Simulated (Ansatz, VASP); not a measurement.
# One calculation of KI, two programs

```
K I
1.0
     6.08888    0.00000    0.00000
    -3.04444    5.27313    0.00000
     0.00000    0.00000    7.11966
K I
2 2
Direct
  0.33333 0.66667 0.93657
  0.66667 0.33333 0.43657
  0.33333 0.66667 0.43657
  0.66667 0.33333 0.93657
```

Alike in both runs: functional PBE; k mesh 6 × 6 × 4; occupations gaussian, width 0.02 eV; no spin polarisation.

Ansatz relaxed the structure, and its values are those at the end. VASP's run is a single point on that final structure, the one shown.

```csv
,VASP,Ansatz
version,VASP 6.6.1,Ansatz 0.2.0
potentials or method,"VASP PAW PBE potentials, release 64 (K_sv, I)","scalar-relativistic, plane waves, PAW"
plane-wave cutoff (eV),520,420
valence electrons in the cell,32,52
```

|  | VASP | Ansatz | Ansatz less VASP |
| --- | --- | --- | --- |
| gap on the k mesh at the Fermi level (eV) | 3.75 | 3.75 | +0.004 |
| least direct gap on the mesh (eV) | 3.75 | 3.75 | +0.004 |
| pressure (GPa) | 0.0 | 0.0 | -0.01 |

The functional is the same, so the differences come from potentials, cutoffs and numerics. The two sets of potentials don't hold the same shells in valence. Ansatz warned: «structure_snapped_to_symmetry».

Caveats: spin-orbit coupling is left out, which moves the levels of the heavy elements. A k mesh can miss the band edges.
